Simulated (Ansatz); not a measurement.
Suppose BaTe takes space group P6_3/mmc (No. 194), with Ba on 2c; Te on 2a. Recipe of this trial structure of BaTe: 6-connected net, two elements alternating.

These are results of DFT PBE, scalar-relativistic, plane waves, PAW (Ansatz 0.2.0), not measurements. Cutoff 420 eV, Γ-centred mesh, Gaussian smearing, no spin polarisation.

Formation energies are uncorrected and refer to the elements' standard structures at the same level.

Problem. Which cell and coordinates does it relax to?

Solution.

Space group P6_3/mmc (No. 194). a = 4.849 Å, b = 4.849 Å, c = 8.607 Å, α = 90.00°, β = 90.00°, γ = 120.00°
| atom | site | symmetry | x | y | z |
| --- | --- | --- | --- | --- | --- |
| Ba | 2c | -6m2 | 0.6667 | 0.3333 | 0.7500 |
| Te | 2a | -3m. | 0.0000 | 0.0000 | 0.0000 |

It has the anti-nickel arsenide type. Around Ba lie 6 Te at 3.53 Å; Te is surrounded by 6 Ba at 3.53 Å. Another local minimum with the same sites may exist.

Problem. Where does its energy lie, and is it a metal?

Solution. The energy over the elements is −1.753 eV/atom and the gap on the 6×6×4 mesh of the 4-atom cell is 1.37 eV. It lies below the elements, which doesn't yet make it stable against other compounds or structures.

The last run used Gaussian smearing of 0.02 eV. Spin–orbit coupling, which can matter for Te, is left out. Kohn–Sham gaps at this level usually fall short of measured ones. The missing spin–orbit coupling can work the other way here. The reference form of Te is held partly by dispersion forces, which this level lacks. A later test with randomly moved atoms came back to the same energy, though modes that don't fit the test's cell weren't probed.
